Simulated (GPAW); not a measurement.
The system is ZnS (Wurtzite-2H).

```
CELL_PARAMETERS angstrom
3.81100 0.00000 0.00000
-1.90550 3.30042 0.00000
0.00000 0.00000 6.23400
ATOMIC_POSITIONS crystal
Zn 0.66667 0.33333 0.50000
Zn 0.33333 0.66667 0.00000
S 0.66667 0.33333 0.88500
S 0.33333 0.66667 0.38500
```

| Item | Value |
| --- | --- |
| Program | GPAW 26.7.0 |
| Task | relaxation of cell and atoms |
| Functional | TPSS |
| Potentials or basis | GPAW PAW data sets (gpaw-data 1.2.1) |
| Cutoff | 600 eV |
| Basis | pw |
| k mesh | 6 × 6 × 3 |
| Occupations | fermi-dirac, width 0.05 eV |
| Spin | no spin polarisation |

At the start: pressure 2.4 GPa; volume 19.60 Å³/atom.

Q: How do energy, volume and symmetry change on relaxing?

A: Over 22 steps the energy falls by 9.6 meV/atom and the volume is 20.19 Å³/atom (+3.0 %); space group P6_3mc (No. 186, to 0.05 Å).

Step by step:
| step | energy change (eV) | largest force (eV/Å) | pressure (GPa) | volume (Å³) |
| --- | --- | --- | --- | --- |
| 1 | 0.0000 | 0.3251 | 2.39 | 78.41 |
| 2 | -0.0071 | 0.2891 | 2.18 | 78.58 |
| 3 | -0.0184 | 0.2192 | 1.80 | 78.91 |
| 4 | -0.0294 | 0.1209 | 1.30 | 79.38 |
| 5 | -0.0357 | 0.0053 | 0.74 | 79.96 |
| 6 | -0.0358 | 0.1018 | 0.15 | 80.62 |
| 7 | -0.0359 | 0.0980 | 0.14 | 80.62 |
| 8 | -0.0362 | 0.0906 | 0.14 | 80.63 |
| 9 | -0.0366 | 0.0799 | 0.13 | 80.64 |
| 10 | -0.0370 | 0.0664 | 0.12 | 80.65 |
| 11 | -0.0375 | 0.0507 | 0.10 | 80.66 |
| 12 | -0.0379 | 0.0333 | 0.09 | 80.68 |
| 13 | -0.0381 | 0.0150 | 0.07 | 80.69 |
| 14 | -0.0383 | 0.0052 | 0.05 | 80.72 |
| 15 | -0.0383 | 0.0248 | 0.03 | 80.74 |
| 16 | -0.0383 | 0.0245 | 0.03 | 80.74 |
| 17 | -0.0383 | 0.0241 | 0.03 | 80.74 |
| 18 | -0.0383 | 0.0234 | 0.03 | 80.74 |
| 19 | -0.0383 | 0.0225 | 0.03 | 80.75 |
| 20 | -0.0383 | 0.0214 | 0.03 | 80.75 |
| 21 | -0.0383 | 0.0201 | 0.02 | 80.75 |
| 22 | -0.0383 | 0.0187 | 0.02 | 80.75 |

Final structure:
```yaml
crystal:
  lattice:
    - [3.85201, 0.00000, 0.00000]
    - [-1.92601, 3.33594, 0.00000]
    - [0.00000, 0.00000, 6.28390]
  atoms:
    - { symbol: Zn, position: [0.66667, 0.33333, 0.50444] }
    - { symbol: Zn, position: [0.33333, 0.66667, 0.00444] }
    - { symbol: S, position: [0.66667, 0.33333, 0.88057] }
    - { symbol: S, position: [0.33333, 0.66667, 0.38057] }
```

Caveat: later steps reuse the first step's grids; the PAW data sets were made with another functional, which shifts forces and pressure a little.
